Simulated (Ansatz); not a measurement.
Crystal: TiB2.

```
CELL_PARAMETERS angstrom
3.02920 0.00000 0.00000
-1.51460 2.62336 0.00000
0.00000 0.00000 3.22840
ATOMIC_POSITIONS crystal
Ti 0.00000 0.00000 0.00000
B 0.66667 0.33333 0.50000
B 0.33333 0.66667 0.50000
```

```yaml
Program: Ansatz 0.2.0
Task: single point
Functional: PBEsol
Potentials_or_basis: all-electron LAPW, scalar-relativistic
Cutoff: 311 eV (chosen from the basis error)
Basis_error_allowed: 0.001 eV/atom
k_mesh: 10 × 10 × 8
Occupations: fermi-dirac, width 0.05 eV
Spin: no spin polarisation
```

On this cell: pressure -5.1 GPa; largest force under 0.003 eV/Å; band gap on the k mesh none (metal or under the smearing width).

The same run follows on a disturbed copy (atoms moved at random, drawn with an rms of 0.05 Å):

```
Ti B
1.0
     3.02920    0.00000    0.00000
    -1.51460    2.62336    0.00000
     0.00000    0.00000    3.22840
Ti B
1 2
Direct
  0.99663 0.98608 0.98473
  0.65640 0.31348 0.50274
  0.33149 0.66649 0.49409
```

Q: What does the disturbed cell give?

A: The energy (extrapolated to zero smearing) moves by +13.0 meV/atom; pressure -4.5 GPa; largest force 0.946 eV/Å; band gap on the k mesh none (metal or under the smearing width).

Forces in eV/Å, atoms in the order of the input:
```
Ti  -0.203  0.138  0.616
B    0.045  0.781 -0.461
B    0.159 -0.920 -0.155
```

Stress tensor (GPa, compression positive):
```
-5.02  0.06 -0.16
 0.06 -2.16  0.09
-0.16  0.09 -6.32
```
